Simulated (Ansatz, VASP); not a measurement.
# AlN in VASP and in Ansatz

```
Al N
1.0
     3.15194    0.00000    0.00000
    -1.57597    2.72966    0.00000
     0.00000    0.00000    5.04351
Al N
2 2
Cartesian
  0.0000 1.8198 0.0000
  1.5760 0.9099 2.5218
  0.0000 1.8198 1.9418
  1.5760 0.9099 4.4635
```

Change from the starting cell: volume scaled by 1.04.

Alike in both runs: task single point; functional PBEsol; k mesh 10 × 10 × 6; occupations fermi-dirac, width 0.03 eV; no spin polarisation.

```csv
,VASP,Ansatz
version,VASP 6.6.1,Ansatz 0.2.0
potentials or method,"VASP PAW PBE potentials, release 64 (Al, N), cutoff 520 eV","all-electron LAPW, scalar-relativistic"
```

```csv
,VASP,Ansatz,Ansatz less VASP
gap on the k mesh at the Fermi level (eV),3.75,3.75,-0.005
pressure (GPa),-6.9,-6.9,-0.06
largest component of the traceless stress (GPa),0.69,0.67,-0.020
rms of the force components (eV/Å),0.101,0.101,-0.0005
```

Atom by atom the forces differ by 0.001 eV/Å (rms over components). Ansatz ran all-electron here, so the differences hold the error of VASP's frozen core and of both bases.

Caveats: the PAW data sets were made with another functional, which shifts forces and pressure a little (VASP).
